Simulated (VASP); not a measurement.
Data:

```xyz
2
Lattice="0.0000 2.9601 2.9601 2.9601 0.0000 2.9601 2.9601 2.9601 0.0000" Properties=species:S:1:pos:R:3 pbc="T T T"
Na     0.0000     0.0000     0.0000
Br     2.9601     2.9601     2.9601
```

Calculation: PBEsol GGA, VASP's PBE PAW potentials (set 64) (plane waves; VASP). Settings: 400 eV cut-off, 8×8×8 Γ-centred mesh, Gaussian smearing of 0.010 eV, potentials Na_pv Br.

Q: The job: NaBr (rock salt), 2 atoms, PBEsol, DFPT for ε, Born charges and Γ modes, 400 eV, 8×8×8 Γ-centred mesh. Roughly how much core time does it take on a busy server core?

A: About 2 core-minutes (one run on a shared machine, a rough figure). It had 29 irreducible k-points, 11 bands, up to 960 plane waves and 141 electronic steps.

The compound is NaBr in the rock salt structure. It was relaxed first.
